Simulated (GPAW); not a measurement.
Write an ASE script for GPAW 26.7.0 that does the following.

| Property | Result |
| --- | --- |
| Task | relaxation of cell and atoms |
| Functional | PBE |
| Dispersion | D3(BJ) |
| Potentials or basis | GPAW PAW data sets (gpaw-data 1.2.1) |
| Cutoff | 600 eV |
| Basis | pw |
| k mesh | 7 × 7 × 4 |
| Occupations | fermi-dirac, width 0.05 eV |
| Spin | no spin polarisation |
| Maxiter | 150 |
| Optimizer | LBFGS |
| Fmax | 0.01 eV/Å |
| Max steps | 100 |
| Convergence | density=1e-05 forces=0.0001 |

The structure of CdS (Greenockite) lies in CdS.xyz:

```xyz
4
Lattice="4.1500000000 0.0000000000 0.0000000000 -2.0750000000 3.5940054257 0.0000000000 0.0000000000 0.0000000000 6.7370000000" Properties=species:S:1:pos:R:3 pbc="T T T"
Cd     2.0750000002      1.1980018084      3.3685000000
Cd    -0.0000000002      2.3960036173      0.0000000000
S      2.0750000002      1.1980018084      5.8948750000
S     -0.0000000002      2.3960036173      2.5263750000
```

One way to write it, as run:

run.py

```python
from ase.calculators.mixing import SumCalculator
from ase.filters import FrechetCellFilter
from ase.io import read, write
from ase.optimize import LBFGS
from dftd3.ase import DFTD3
from gpaw import GPAW, PW

atoms = read('CdS.xyz')

calc = GPAW(mode=PW(600),
            xc='PBE',
            kpts={'size': (7, 7, 4), 'gamma': True},
            occupations={'name': 'fermi-dirac', 'width': 0.05},
            nbands=31,
            convergence={'density': 1e-05, 'forces': 0.0001},
            maxiter=150,
            txt='gpaw.txt')
atoms.calc = SumCalculator([calc, DFTD3(method='pbe', damping='d3bj')])
opt = LBFGS(FrechetCellFilter(atoms), trajectory='relax.traj', logfile='-')
done = opt.run(fmax=0.01, steps=100)
calc.write('gs.gpw')
write('result.traj', atoms)
print('Converged:', done)
print('Cell:', atoms.cell.cellpar().round(4))
print('Volume:', round(atoms.get_volume(), 4))
print(atoms.get_scaled_positions().round(5))
```

Potentials or basis: GPAW PAW data sets (gpaw-data 1.2.1), pw.

Run with:

```console
$ OMP_NUM_THREADS=1 python run.py
```

Results of the run:

```yaml
Relaxed_volume: 24.97 Å³/atom
Relaxed_cell: a = 4.138 Å, b = 4.138 Å, c = 6.735 Å, α = 90.00°, β = 90.00°, γ = 120.00°
Space_group_after_relaxing_to_0.05_Å: P6_3mc (No. 186)
Energy_gained_by_relaxing: 0.4 meV/atom
Ionic_steps: 5
Pressure_after_relaxing: 0.0 GPa
Largest_force_after_relaxing: 0.004 eV/Å
Band_gap_on_the_k_mesh: 1.19 eV, direct
Dispersion_energy_per_atom: -0.304 eV
```

Caveat: later steps reuse the first step's grids.

It took 3.6 min on 1 thread of Arm Neoverse V2, on a shared host, peak memory 0.35 GiB.
